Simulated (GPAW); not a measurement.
Crystal: Hf.

```
Hf
1.0
     3.19670    0.00000    0.00000
    -1.59835    2.76842    0.00000
     0.00000    0.00000    5.05780
Hf
2
Direct
  0.66667 0.33333 0.75000
  0.33333 0.66667 0.25000
```

* Program: GPAW 26.7.0
* Task: relaxation of cell and atoms
* Functional: PBEsol
* Potentials or basis: PAW data sets generated in the run's folder for this functional
* Cutoff: 600 eV
* Basis: pw
* k mesh: 7 × 7 × 4
* Occupations: fermi-dirac, width 0.05 eV
* Spin: no spin polarisation

At the start: pressure -3.2 GPa; volume 22.38 Å³/atom.

Q: How do energy, volume and symmetry change on relaxing?

A: Over 5 steps the energy falls by 7.0 meV/atom and the volume is 21.76 Å³/atom (-2.8 %); space group P6_3/mmc (No. 194, to 0.05 Å).

The path:
| step | energy change (eV) | largest force (eV/Å) | pressure (GPa) | volume (Å³) |
| --- | --- | --- | --- | --- |
| 1 | 0.0000 | 0.0000 | -3.15 | 44.76 |
| 2 | -0.0071 | 0.0000 | -2.14 | 44.34 |
| 3 | -0.0132 | 0.0000 | 0.11 | 43.47 |
| 4 | -0.0133 | 0.0000 | 0.07 | 43.48 |
| 5 | -0.0139 | 0.0001 | -0.02 | 43.51 |

Final structure:
```yaml
crystal:
  lattice:
    - [3.15625, 0.00000, 0.00000]
    - [-1.57812, 2.73339, 0.00000]
    - [0.00000, 0.00000, 5.04360]
  atoms:
    - { symbol: Hf, position: [0.66667, 0.33333, 0.75000] }
    - { symbol: Hf, position: [0.33333, 0.66667, 0.25000] }
```

Caveat: later steps reuse the first step's grids.
